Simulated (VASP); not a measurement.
Wanted: the native input for a VASP 6.6.1 run.

| Property | Result |
| --- | --- |
| Task | relaxation of cell and atoms |
| Functional | LDA |
| Potentials or basis | VASP PAW LDA potentials, release 64 (Ba_sv, Zr_sv, O) |
| Cutoff | 600 eV |
| k mesh | 6 × 6 × 6 |
| Occupations | gaussian, width 0.02 eV |
| Spin | no spin polarisation |
| Further INCAR settings | ALGO = Normal; EDIFF = 1e-07; IBRION = 2; EDIFFG = -0.005; NSW = 90; ISIF = 3 |

The structure of BaZrO3 lies in POSCAR:

```
BaZrO3
1.0
    4.2123871500      0.0000000000      0.0000000000
    0.0000000000      4.2123871500      0.0000000000
    0.0000000000      0.0000000000      4.2123871500
Ba Zr O
1 1 3
Direct
    0.0000000000      0.0000000000      0.0000000000
    0.5000000000      0.5000000000      0.5000000000
    0.5000000000      0.0000000000      0.5000000000
    0.5000000000      0.5000000000      0.0000000000
    0.0000000000      0.5000000000      0.5000000000
```

The cell is a database's computed one.

These files were run (other wordings do the same):

INCAR

```
SYSTEM = BaZrO3
PREC = Accurate
ENCUT = 600
EDIFF = 1E-7
ISMEAR = 0
SIGMA = 0.02
LREAL = .False.
LASPH = .True.
NELM = 60
ALGO = Normal
ISIF = 3
LWAVE = .False.
LCHARG = .False.
IBRION = 2
NSW = 90
EDIFFG = -0.005
```

KPOINTS

```
Automatic mesh
0
Gamma
  6 6 6
  0 0 0
```

Potentials or basis: VASP PAW LDA potentials, release 64 (Ba_sv, Zr_sv, O).

Launch:

```sh
$ cat potpaw_LDA.64/Ba_sv/POTCAR potpaw_LDA.64/Zr_sv/POTCAR potpaw_LDA.64/O/POTCAR > POTCAR
$ mpirun -np 1 vasp_std > vasp.out
```

Results of the run:

- Relaxed volume: 14.37 Å³/atom
- Relaxed cell: a = 4.158 Å, b = 4.158 Å, c = 4.158 Å, α = 90.00°, β = 90.00°, γ = 90.00°
- Space group after relaxing (to 0.05 Å): Pm-3m (No. 221)
- Energy gained by relaxing: 11.7 meV/atom
- Ionic steps: 6
- Pressure after relaxing: 0.0 GPa
- Band gap on the k mesh: 3.12 eV, indirect (least direct gap 3.31 eV)

Caveat: spin-orbit coupling is left out, which moves the levels of the heavy elements.

It took 63 s on 1 thread of Intel(R) Xeon(R) 6975P-C (Granite Rapids), on a shared host, peak memory 0.22 GiB.
